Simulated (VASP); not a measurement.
Crystal: HfO2.

```xyz
12
Lattice="5.2195 0.0000 0.0000 0.0000 5.0048 0.0000 0.0000 0.0000 5.0327" Properties=species:S:1:pos:R:3 pbc="T T T"
Hf    5.0472    3.6661    3.7314
Hf    2.7820    3.6661    1.2151
Hf    2.4375    1.3387    3.7314
Hf    0.1723    1.3387    1.2151
O     3.2994    4.6477    4.4251
O     4.5298    4.6477    1.9087
O     1.2211    2.7020    2.4776
O     1.3886    2.7020    4.9939
O     3.9984    2.3028    4.9939
O     3.8308    2.3028    2.4776
O     0.6896    0.3571    4.4251
O     1.9201    0.3571    1.9087
```

Measurements of this composition are mostly on another form, of space group No. 14.

Base run:

```yaml
Program: VASP 6.6.1
Functional: SCAN
Potentials_or_basis: VASP PAW PBE potentials, release 64 (Hf_pv, O)
Cutoff: 520 eV
k_mesh: 4 × 5 × 4
Occupations: fermi-dirac, width 0.05 eV
Spin: no spin polarisation
```

Its results: band gap on the k mesh 4.93 eV, indirect (least direct gap 5.17 eV); pressure -2.4 GPa; largest force 0.093 eV/Å.

The run is repeated on the same cell with these changes: functional from SCAN to r2SCAN; further incar settings from ALGO = Normal; EDIFF = 1e-07; NBANDS = 56 to ALGO = Normal; EDIFF = 1e-06; NBANDS = 56. What comes out?

Band gap on the k mesh 5.01 eV, indirect (least direct gap 5.25 eV); pressure 0.3 GPa; largest force 0.015 eV/Å.

Caveats: the PAW data sets were made with another functional, which shifts forces and pressure a little; spin-orbit coupling is left out, which moves the levels of the heavy elements.
